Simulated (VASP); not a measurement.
# Tl (P6_3/mmc) in VASP: density of states with PBE

Aim: the density of states of Tl with PBE.

Program: VASP 6.6.1. These are calculated values, not measurements. Logs are shortened: lines on timing, memory, paths and dates and some standing lists are left out, and cuts for length are marked.

## 1. Starting point

It takes space group P6_3/mmc (No. 194, hexagonal). Conventional cell: a = 3.645 Å, b = 3.645 Å, c = 5.482 Å, α = 90.00°, β = 90.00°, γ = 120.00°. Around Tl (site symmetry -6m2) lie 12 Tl at 3.46 to 3.65 Å.

## 2. Density of states, PBE

Contents of POSCAR:

```
Tl
1.0
    3.6454763771      0.0000000000      0.0000000000
   -1.8227381886      3.1570751515      0.0000000000
    0.0000000000      0.0000000000      5.4815706023
Tl
2
Direct
    0.3333333333      0.6666666667      0.7500000000
    0.6666666667      0.3333333333      0.2500000000
```

Contents of INCAR.step1:

```
ALGO = Fast ; EDIFF = 1E-7
ENCUT = 520 ; GGA = PE
ISIF = 2 ; ISMEAR = 0
LASPH = True ; LCHARG = True
LREAL = False ; LWAVE = False
NBANDS = 20 ; NELM = 80
PREC = Accurate ; SIGMA = 0.05
```

Contents of KPOINTS.step1:

```
k-points
0
Gamma
  14 14 8
```

Contents of INCAR.step2:

```
ALGO = Fast ; EDIFF = 1E-7
ENCUT = 520 ; GGA = PE
ICHARG = 11 ; ISIF = 2
ISMEAR = -5 ; LASPH = True
LCHARG = False ; LORBIT = 10
LREAL = False ; LWAVE = False
NEDOS = 1001 ; NELM = 80
PREC = Accurate ; SIGMA = 0.05
```

Contents of KPOINTS.step2:

```
k-points
0
Gamma
  21 21 12
```

Potentials or basis: VASP PAW PBE potentials, release 64 (Tl_d).

Launch:

```console
cat potpaw_PBE.64/Tl_d/POTCAR > POTCAR
cp INCAR.step1 INCAR
cp KPOINTS.step1 KPOINTS
mpirun -np 1 vasp_std > vasp.out
cp INCAR.step2 INCAR
cp KPOINTS.step2 KPOINTS
mpirun -np 1 vasp_std > vasp.out
```

OUTCAR:

```text
EDIFF = 1E-7
   ENCUT = 520
   GGA = PE
   ICHARG = 11
   ISIF = 2
   ISMEAR = -5
   LASPH = True
   LORBIT = 10
   LREAL = False
   NELM = 80
   PREC = Accurate

 ion  position               nearest neighbor table
   1  0.333  0.667  0.750-   2 3.46   2 3.46   2 3.46   2 3.46   2 3.46   2 3.46
   2  0.667  0.333  0.250-   1 3.46   1 3.46   1 3.46   1 3.46   1 3.46   1 3.46

  LATTYP: Found a hexagonal cell.
 ALAT       =     3.6454763771
 C/A-ratio  =     1.5036637288

  Lattice vectors:

 A1 = (   3.6454763771,   0.0000000000,   0.0000000000)
 A2 = (  -1.8227381886,   3.1570751515,   0.0000000000)
 A3 = (   0.0000000000,   0.0000000000,   5.4815706023)

Analysis of symmetry for initial positions (statically):
=====================================================================
 Subroutine PRICEL returns:
 Original cell was already a primitive cell.

 Routine SETGRP: Setting up the symmetry group for a
 hexagonal supercell.

 Subroutine GETGRP returns: Found 24 space group operations
 (whereof 12 operations were pure point group operations)
 out of a pool of 24 trial point group operations.

The static configuration has the point symmetry D_3d.
 The point group associated with its full space group is D_6h.

Analysis of symmetry for dynamics (positions and initial velocities):
=====================================================================
 Subroutine PRICEL returns:
 Original cell was already a primitive cell.

 Routine SETGRP: Setting up the symmetry group for a
 hexagonal supercell.

 Subroutine GETGRP returns: Found 24 space group operations
 (whereof 12 operations were pure point group operations)
 out of a pool of 24 trial point group operations.

The dynamic configuration has the point symmetry D_3d.
 The point group associated with its full space group is D_6h.

 Subroutine INISYM returns: Found 24 space group operations
 (whereof 12 operations are pure point group operations),
 and found     1 'primitive' translations

----------------------------------------------------------------------------------------

                                     Primitive cell

  volume of cell :      63.0876

  direct lattice vectors                    reciprocal lattice vectors
     3.645476377  0.000000000  0.000000000     0.274312572  0.158374437  0.000000000
    -1.822738189  3.157075151  0.000000000     0.000000000  0.316748874  0.000000000
     0.000000000  0.000000000  5.481570602     0.000000000  0.000000000  0.182429466

  length of vectors
     3.645476377  3.645476377  5.481570602     0.316748874  0.316748874  0.182429466

  position of ions in fractional coordinates (direct lattice)
     0.333333333  0.666666667  0.750000000
     0.666666667  0.333333333  0.250000000

  ion indices of the primitive-cell ions
   primitive index   ion index
                 1           1
                 2           2

----------------------------------------------------------------------------------------

 KPOINTS: k-points

Automatic generation of k-mesh.
 Grid dimensions read from file:
 generate k-points for:   21   21   12

 Generating k-lattice:

  Cartesian coordinates                     Fractional coordinates (reciprocal lattice)
     0.013062503  0.007541640  0.000000000     0.047619048  0.000000000  0.000000000
     0.000000000  0.015083280  0.000000000     0.000000000  0.047619048  0.000000000
     0.000000000  0.000000000  0.015202456     0.000000000  0.000000000  0.083333333

  Length of vectors
     0.015083280  0.015083280  0.015202456

  Shift w.r.t. Gamma in fractional coordinates (k-lattice)
     0.000000000  0.000000000  0.000000000

 TETIRR: Found   5376 inequivalent tetrahedra from    31752

 Subroutine IBZKPT returns following result:
 ===========================================

 Found    336 irreducible k-points:

 Following reciprocal coordinates:
            Coordinates               Weight
  0.000000  0.000000  0.000000      1.000000
  0.047619  0.000000  0.000000      6.000000
  0.095238  0.000000  0.000000      6.000000
  0.142857  0.000000  0.000000      6.000000
  0.190476  0.000000  0.000000      6.000000
  0.238095  0.000000  0.000000      6.000000
[... 16 lines left out ...]
  0.142857  0.095238  0.000000     12.000000
  0.190476  0.095238  0.000000     12.000000
 [... further k-points ...]
   k-points           NKPTS =    336   k-points in BZ     NKDIM =    336   number of bands    NBANDS=     17
   number of dos      NEDOS =   1001   number of ions     NIONS =      2
   total plane-waves  NPLWV =  32928
   dimension x,y,z NGX =    28 NGY =   28 NGZ =   42
   dimension x,y,z NGXF=    56 NGYF=   56 NGZF=   84
   ions per type =               2
   NGX,Y,Z   is equivalent  to a cutoff of  12.77, 12.77, 12.74 a.u.
   NGXF,Y,Z  is equivalent  to a cutoff of  25.54, 25.54, 25.48 a.u.
 SYSTEM =  unknown system
   PREC   = accura    normal or accurate (medium, high low for compatibility)
   ISTART =      0    job   : 0-new  1-cont  2-samecut
   ICHARG =     11    charge: 1-file 2-atom 10-const
   ISPIN  =      1    spin polarized calculation?
   LNONCOLLINEAR =      F non collinear calculations
   LSORBIT =      F    spin-orbit coupling
   LASPH  =      T    aspherical Exc in radial PAW
   ENCUT  =  520.0 eV  38.22 Ry    6.18 a.u.   6.78  6.78 10.19*2*pi/ulx,y,z
   NELM   =     80;   NELMIN=  2; NELMDL=  0     # of ELM steps
   EDIFF  = 0.1E-06   stopping-criterion for ELM
   LREAL  =      F    real-space projection
   EDIFFG = 0.1E-05   stopping-criterion for IOM
   NSW    =      0    number of steps for IOM
   IBRION =     -1    ionic relax: 0-MD 1-quasi-New 2-CG
   NFREE  =      0    steps in history (QN), initial steepest desc. (CG)
   ISIF   =      2    stress and relaxation
   ISYM   =      2    0-nonsym 1-usesym 2-fastsym
   POTIM  = 0.5000    time-step for ionic-motion
   TEBEG  =    0.0;   TEEND  =   0.0 temperature during run
   PSTRESS=    0.0 pullay stress
   NELECT =      26.0000    total number of electrons
   NUPDOWN=      -1.0000    fix difference up-down
   EMIN   =  10.00;   EMAX   =-10.00  energy-range for DOS
   EFERMI =   0.00;   METHOD = LEGACY
   ISMEAR =    -5;   SIGMA  =   0.05  broadening in eV -4-tet -1-fermi 0-gaus
   EFERMI_NEDOS =   21; number of points for ismear=-14 and -15
   IALGO  =     68    algorithm
   IMIX   =      4    mixing-type and parameters
     AMIX     =   0.40;   BMIX     =  1.00
     AMIX_MAG =   1.60;   BMIX_MAG =  1.00
  volume/ion in A,a.u.               =      31.54       212.87
  Fermi-wavevector in a.u.,A,eV,Ry     =   1.218291  2.302237 20.194231  1.484234
  Thomas-Fermi vector in A             =   2.353583
   LORBIT       =     10    0 simple, 1 ext, 2 COOP (PROOUT), +10 PAW based schemes
   GGA     = PE    functional components
   LHFCALC =     F    Hartree Fock is set to
   AEXX    =    0.0000 exact exchange contribution
   IVDW    =     0    specifies the selected vdW correction
   LEPSILON=     F    determine dielectric tensor
   LRPA    =     F    only Hartree local field effects (RPA)
 non-spin polarized calculation
 RMM-DIIS sequential band-by-band and
 Fermi weights with tetrahedron method with Bloechl corrections
  energy-cutoff  :      520.00
  volume of cell :       63.09
 maximum number of plane-waves:      1734
 NGX is ok and might be reduce to    28

 number of electron      25.9999997 magnetization

 Free energy of the ion-electron system (eV)
  ---------------------------------------------------
  ext. energy  EPLUGINS =         0.00000000
  ---------------------------------------------------
  free energy    TOTEN  =        -4.44930415 eV

  energy without entropy =       -4.44930415  energy(sigma->0) =       -4.44930415

 E-fermi :   5.6197     XC(G=0):  -9.7047

 val. band max:        5.6541978212   @ k =   0.3333   0.3333   0.2500
 cond. band min:       5.4956424332   @ k =   0.3333   0.0000   0.0000
 fundamental gap:     -0.1585553881
 Fermi energy:         5.6196547655

 k-point     1 :       0.0000    0.0000    0.0000
  band No.  band energies     occupation
      1      -6.0349      2.00000
      2      -5.8552      2.00000
      3      -5.8552      2.00000
      4      -5.8340      2.00000
      5      -5.8340      2.00000
      6      -5.8274      2.00000
[... 9 lines left out ...]
     16      14.3117      0.00000
     17      14.3123      0.00000

 k-point     2 :       0.0476    0.0000    0.0000
  band No.  band energies     occupation
      1      -6.0305      2.00000
      2      -5.8690      2.00000
      3      -5.8486      2.00000
      4      -5.8376      2.00000
      5      -5.8372      2.00000
      6      -5.8128      2.00000
[... 9 lines left out ...]
     16      13.8912      0.00000
     17      14.4453      0.00000

 k-point     3 :       0.0952    0.0000    0.0000
  band No.  band energies     occupation
      1      -6.0199      2.00000
      2      -5.8891      2.00000
      3      -5.8477      2.00000
      4      -5.8471      2.00000
      5      -5.8293      2.00000
      6      -5.8042      2.00000
[... 9 lines left out ...]
     16      13.2164      0.00000
     17      14.6747      0.00000

 k-point     4 :       0.1429    0.0000    0.0000
  band No.  band energies     occupation
      1      -6.0125      2.00000
      2      -5.9022      2.00000
      3      -5.8635      2.00000
      4      -5.8631      2.00000
      5      -5.8016      2.00000
      6      -5.7989      2.00000
[... 9 lines left out ...]
     16      12.4578      0.00000
     17      14.7980      0.00000

 k-point     5 :       0.1905    0.0000    0.0000
  band No.  band energies     occupation
      1      -6.0199      2.00000
      2      -5.9021      2.00000
      3      -5.8863      2.00000
      4      -5.8816      2.00000
      5      -5.7964      2.00000
      6      -5.7602      2.00000
[... 9 lines left out ...]
     16      11.6019      0.00000
     17      14.3223      0.00000

 k-point     6 :       0.2381    0.0000    0.0000
  band No.  band energies     occupation
      1      -6.0408      2.00000
      2      -5.9142      2.00000
      3      -5.9014      2.00000
      4      -5.8972      2.00000
      5      -5.7843      2.00000
      6      -5.7167      2.00000
[... 9 lines left out ...]
     16      10.6653      0.00000
     17      13.2768      0.00000

 k-point     7 :       0.2857    0.0000    0.0000
  band No.  band energies     occupation
      1      -6.0666      2.00000
      2      -5.9453      2.00000
      3      -5.9207      2.00000
      4      -5.8982      2.00000
      5      -5.7648      2.00000
      6      -5.6722      2.00000
[... 9 lines left out ...]
     16       9.7352      0.00000
     17      12.3326      0.00000

 k-point     8 :       0.3333    0.0000    0.0000
  band No.  band energies     occupation
      1      -6.0917      2.00000
      2      -5.9762      2.00000
      3      -5.9380      2.00000
      4      -5.9051      2.00000
      5      -5.7430      2.00000
      6      -5.6620      2.00000
[... 9 lines left out ...]
     16       9.3838      0.00000
     17      11.4274      0.00000
[... 203 lines left out ...]
      1      -6.1138      2.00000
      2      -6.0225      2.00000
      3      -5.9492      2.00000
      4      -5.9147      2.00000
      5      -5.7168      2.00000
      6      -5.6876      2.00000
[... 9 lines left out ...]
     16       8.8538      0.00000
     17      10.2073      0.00000

 k-point    20 :       0.4286    0.0476    0.0000
  band No.  band energies     occupation
      1      -6.1254      2.00000
      2      -6.0379      2.00000
      3      -5.9563      2.00000
      4      -5.9197      2.00000
      5      -5.7057      2.00000
      6      -5.6960      2.00000
[... 9 lines left out ...]
     16       8.6696      0.00000
     17       9.5751      0.00000

 k-point    21 :       0.4762    0.0476    0.0000
  band No.  band energies     occupation
      1      -6.1294      2.00000
      2      -6.0433      2.00000
      3      -5.9587      2.00000
      4      -5.9216      2.00000
      5      -5.7019      2.00000
      6      -5.6988      2.00000
[... 9 lines left out ...]
     16       8.6109      0.00000
     17       9.3034      0.00000

 k-point    22 :       0.0952    0.0952    0.0000
  band No.  band energies     occupation
      1      -6.0016      2.00000
      2      -5.9224      2.00000
      3      -5.8794      2.00000
      4      -5.8652      2.00000
      5      -5.7920      2.00000
      6      -5.7690      2.00000
[... 9 lines left out ...]
     16      13.0383      0.00000
     17      14.0426      0.00000

 k-point    23 :       0.1429    0.0952    0.0000
  band No.  band energies     occupation
      1      -5.9995      2.00000
      2      -5.9328      2.00000
      3      -5.9057      2.00000
      4      -5.8782      2.00000
      5      -5.7830      2.00000
      6      -5.7274      2.00000
[... 9 lines left out ...]
     16      12.3469      0.00000
     17      13.7038      0.00000

 k-point    24 :       0.1905    0.0952    0.0000
  band No.  band energies     occupation
      1      -6.0154      2.00000
      2      -5.9366      2.00000
      3      -5.9258      2.00000
      4      -5.8923      2.00000
      5      -5.7737      2.00000
      6      -5.6991      2.00000
[... 9 lines left out ...]
     16      11.4094      0.00000
     17      13.1921      0.00000

 [... further k-points ...]
[... 5 lines left out ...]
  --------------------------------------------------------------------------------------
  -------------------------------------------------------------------------------------
  Total        0.0033898      0.0033898      0.0648145     -0.0000000     -0.0000000      0.0000000
  in kB        0.0860873      0.0860873      1.6460332     -0.0000000     -0.0000000      0.0000000
  external PRESSURE =       0.6060692 kB  Pullay stress =       0.0000000 kB

 VOLUME and BASIS-vectors are now :
 -----------------------------------------------------------------------------
  energy-cutoff  :      520.00
  volume of cell :       63.09
      direct lattice vectors                 reciprocal lattice vectors
     3.645476377  0.000000000  0.000000000     0.274312572  0.158374437  0.000000000
    -1.822738189  3.157075151  0.000000000     0.000000000  0.316748874  0.000000000
     0.000000000  0.000000000  5.481570602     0.000000000  0.000000000  0.182429466

 POSITION                                       TOTAL-FORCE (eV/Angst)
 -----------------------------------------------------------------------------------
     -0.00000      2.10472      4.11118        -0.000000      0.000000      0.000000
      1.82274      1.05236      1.37039         0.000000     -0.000000      0.000000
 -----------------------------------------------------------------------------------
    total drift:                               -0.000000      0.000000     -0.000000

  FREE ENERGIE OF THE ION-ELECTRON SYSTEM (eV)
  ---------------------------------------------------
  free  energy   TOTEN  =        -4.4493041533 eV

  energy  without entropy=       -4.4493041533  energy(sigma->0) =       -4.44930415

 total charge

# of ion       s       p       d       tot
------------------------------------------
    1        1.190   0.357   9.637  11.184
    2        1.190   0.357   9.637  11.184
--------------------------------------------------
tot          2.381   0.713  19.275  22.369
```

It took 2.7 min on 1 thread of Intel Xeon Platinum 8488C (Sapphire Rapids), shared host; peak memory 0.39 GiB.

What came out:

```yaml
Valence_electrons_inside_the_program's_atomic_spheres: Tl 11.18
```

States per cell in windows of 0.5 eV (zero at the Fermi level; states under -8 eV left out):
| from (eV) | total | Tl1_p | Tl2_p | Tl1_s | Tl2_s | Tl1_d | Tl2_d |
| --- | --- | --- | --- | --- | --- | --- | --- |
| -8.0 | 0.25 | 0.00 | 0.00 | 0.06 | 0.06 | 0.00 | 0.00 |
| -7.5 | 0.26 | 0.00 | 0.00 | 0.06 | 0.06 | 0.00 | 0.00 |
| -7.0 | 0.33 | 0.01 | 0.01 | 0.08 | 0.08 | 0.00 | 0.00 |
| -6.5 | 0.40 | 0.01 | 0.01 | 0.10 | 0.10 | 0.01 | 0.01 |
| -6.0 | 0.48 | 0.01 | 0.01 | 0.13 | 0.13 | 0.01 | 0.01 |
| -5.5 | 0.45 | 0.01 | 0.01 | 0.13 | 0.13 | 0.01 | 0.01 |
| -5.0 | 0.63 | 0.01 | 0.01 | 0.19 | 0.19 | 0.01 | 0.01 |
| -4.5 | 0.68 | 0.01 | 0.01 | 0.22 | 0.22 | 0.01 | 0.01 |
| -4.0 | 0.10 | 0.00 | 0.00 | 0.03 | 0.03 | 0.00 | 0.00 |
| -3.5 | 0.00 | 0.00 | 0.00 | 0.00 | 0.00 | 0.00 | 0.00 |
| -3.0 | 0.00 | 0.00 | 0.00 | 0.00 | 0.00 | 0.00 | 0.00 |
| -2.5 | 0.03 | 0.00 | 0.00 | 0.00 | 0.00 | 0.00 | 0.00 |
| -2.0 | 0.24 | 0.04 | 0.04 | 0.00 | 0.00 | 0.00 | 0.00 |
| -1.5 | 0.50 | 0.07 | 0.07 | 0.01 | 0.01 | 0.00 | 0.00 |
| -1.0 | 0.74 | 0.11 | 0.11 | 0.03 | 0.03 | 0.01 | 0.01 |
| -0.5 | 0.48 | 0.07 | 0.07 | 0.02 | 0.02 | 0.01 | 0.01 |
| 0.0 | 0.44 | 0.07 | 0.07 | 0.02 | 0.02 | 0.01 | 0.01 |
| 0.5 | 0.56 | 0.08 | 0.08 | 0.02 | 0.02 | 0.01 | 0.01 |
| 1.0 | 0.56 | 0.09 | 0.09 | 0.02 | 0.02 | 0.01 | 0.01 |
| 1.5 | 0.61 | 0.10 | 0.10 | 0.02 | 0.02 | 0.01 | 0.01 |
| 2.0 | 0.52 | 0.09 | 0.09 | 0.02 | 0.02 | 0.01 | 0.01 |
| 2.5 | 0.61 | 0.10 | 0.10 | 0.02 | 0.02 | 0.01 | 0.01 |
| 3.0 | 0.59 | 0.10 | 0.10 | 0.01 | 0.01 | 0.01 | 0.01 |
| 3.5 | 0.64 | 0.12 | 0.12 | 0.01 | 0.01 | 0.01 | 0.01 |
| 4.0 | 0.66 | 0.12 | 0.12 | 0.01 | 0.01 | 0.02 | 0.02 |
| 4.5 | 0.62 | 0.11 | 0.11 | 0.01 | 0.01 | 0.02 | 0.02 |
| 5.0 | 0.55 | 0.10 | 0.10 | 0.01 | 0.01 | 0.01 | 0.01 |
| 5.5 | 0.53 | 0.11 | 0.11 | 0.01 | 0.01 | 0.01 | 0.01 |
| 6.0 | 0.39 | 0.08 | 0.08 | 0.01 | 0.01 | 0.01 | 0.01 |
| 6.5 | 0.26 | 0.05 | 0.05 | 0.00 | 0.00 | 0.01 | 0.01 |
| 7.0 | 0.20 | 0.04 | 0.04 | 0.00 | 0.00 | 0.00 | 0.00 |
| 7.5 | 0.12 | 0.03 | 0.03 | 0.00 | 0.00 | 0.00 | 0.00 |

Caveat: tetrahedron occupations give inexact forces and stress in metals. Spin-orbit coupling is left out, which matters for the levels of Tl.
